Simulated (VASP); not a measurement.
Write the native input for VASP 6.6.1 that does the following.

* Task: relaxation of cell and atoms
* Functional: PBEsol
* Potentials or basis: VASP PAW PBE potentials, release 64 (K_sv, Cl)
* Cutoff: 520 eV
* k mesh: 12 × 12 × 12
* Occupations: gaussian, width 0.1 eV
* Spin: no spin polarisation
* Target pressure: 0.48 GPa
* Further INCAR settings: ALGO = Normal; EDIFF = 1e-07; IBRION = 2; EDIFFG = -0.15; NSW = 80; ISIF = 3
* Target pressure: 0.48 GPa

The structure of KCl lies in POSCAR:

```
KCl                                     
1.0
   -0.0000000000      3.0756298782      3.0756298782
    3.0756298782     -0.0000000000      3.0756298782
    3.0756298782      3.0756298782      0.0000000000
  K               Cl            
     1     1
Direct
     0.0000000000000000    1.0000000000000000    0.0000000000000000
     0.5000000000000000    0.5000000000000000    0.5000000000000000
```

The input as run:

INCAR

```
SYSTEM = KCl
ALGO = Normal ; EDIFF = 1E-7
EDIFFG = -0.15 ; ENCUT = 520
GGA = PS ; IBRION = 2
ISIF = 3 ; ISMEAR = 0
LASPH = .True. ; LCHARG = .False.
LREAL = .False. ; LWAVE = .False.
NELM = 60 ; NSW = 80
PREC = Accurate ; PSTRESS = 4.8
SIGMA = 0.1
```

KPOINTS

```
k-points
0
Gamma
  12 12 12
  0 0 0
```

Potentials or basis: VASP PAW PBE potentials, release 64 (K_sv, Cl).

Launch:

```sh
$ cat potpaw_PBE.64/K_sv/POTCAR potpaw_PBE.64/Cl/POTCAR > POTCAR
$ mpirun -np 1 vasp_std > vasp.out
```

Results of the run:

```json
{"Pressure after relaxing": "1.0 GPa", "Band gap on the k mesh": "5.25 eV, direct"}
```

Caveat: the relaxation stopped at its first step, so nothing moved; the cell is relaxed towards a set pressure, so the enthalpy falls and the energy may rise; the PAW data sets were made with another functional, which shifts forces and pressure a little.

Run time: 26 s on 1 thread of Intel(R) Xeon(R) Platinum 8259CL CPU @ 2.50GHz (Skylake/Cascade Lake) (shared host), peak memory 0.2 GiB.
